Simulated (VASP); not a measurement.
Te2Mo, 12 atoms in the cell. It takes space group P2_1/m (No. 11, monoclinic). Conventional cell: a = 6.330 Å, b = 3.469 Å, c = 13.860 Å, α = 90.00°, β = 93.92°, γ = 90.00°. Te (site symmetry m) has 3 Mo at 2.79 to 2.81 Å as nearest neighbours. Te (site symmetry m) is surrounded by 3 Mo at 2.70 Å. Te (site symmetry m) is surrounded by 3 Mo at 2.79 to 2.82 Å. Te (site symmetry m) is surrounded by 3 Mo at 2.70 to 2.71 Å. Mo (site symmetry m) is surrounded by 6 Te at 2.70 to 2.82 Å and 2 Mo at 2.89 Å. Around Mo (site symmetry m) lie 6 Te at 2.70 to 2.81 Å and 2 Mo at 2.90 Å. 

```yaml
Program: VASP 6.6.1
Task: electron localisation function
Functional: PBEsol
Potentials_or_basis: VASP PAW PBE potentials, release 64 (Te, Mo_sv)
Cutoff: 520 eV
k_mesh: 3 × 6 × 2
Occupations: gaussian, width 0.02 eV
Spin: no spin polarisation
Further_INCAR_settings: ALGO = Normal; EDIFF = 1e-07
```

Potentials or basis: VASP PAW PBE potentials, release 64 (Te, Mo_sv).

The run is started by

```sh
$ cat potpaw_PBE.64/Te/POTCAR potpaw_PBE.64/Mo_sv/POTCAR > POTCAR
$ mpirun -np 1 vasp_std > vasp.out
```

Hardware: 1 thread of AMD EPYC 9R45 96-Core Processor (Zen 5) (shared host).

**Question.** Estimate the wall time of this run.

**Answer.** Run time: 4.5 min on 1 thread of AMD EPYC 9R45 96-Core Processor (Zen 5) (shared host), peak memory 0.48 GiB. Counts: scf iterations 23, k points 16.
